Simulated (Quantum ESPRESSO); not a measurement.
**Hf under changes of volume**

One of the cells (21.882 Å³/atom); the others are scaled copies at fixed shape and fractional positions:

```
Hf
1.0
     0.00000    2.22000    2.22000
     2.22000    0.00000    2.22000
     2.22000    2.22000    0.00000
Hf
1
Cartesian
  0.0000 0.0000 0.0000
```

This isn't the form of Hf at room conditions, which is hcp.

```yaml
Program: Quantum ESPRESSO 7.5
Functional: PBEsol
Potentials_or_basis: GBRV 1.5 PBEsol
Cutoff: 612 eV
Density_cutoff: 4898 eV
k_mesh: 10 × 10 × 10
Occupations: fermi-dirac, width 0.05 eV
Spin: no spin polarisation
```

```tsv
volume (Å³/atom)	energy over the lowest point (meV/atom)	pressure (GPa)
20.569	18.73	5.8
21.007	?	?
21.444	0.00	0.6
21.882	0.74	-1.6
22.320	7.40	-3.6
22.757	19.30	-5.4
23.195	36.09	-7.1
```

What does the run at 21.007 Å³/atom give?

Energy over the lowest point 5.79 meV/atom; pressure 3.1 GPa.

Worked out: A Birch-Murnaghan fit of order 3 (a polynomial in V^(-2/3)) to the other rows has its minimum at 21.61 Å³/atom with B0 = V·E''(V) = 113 GPa and B' = 4.0. It gives 5.75 meV/atom at 21.007 Å³/atom, against the run's 5.79, and -dE/dV = 3.4 GPa, against 3.1.

Energies are extrapolated to zero smearing.
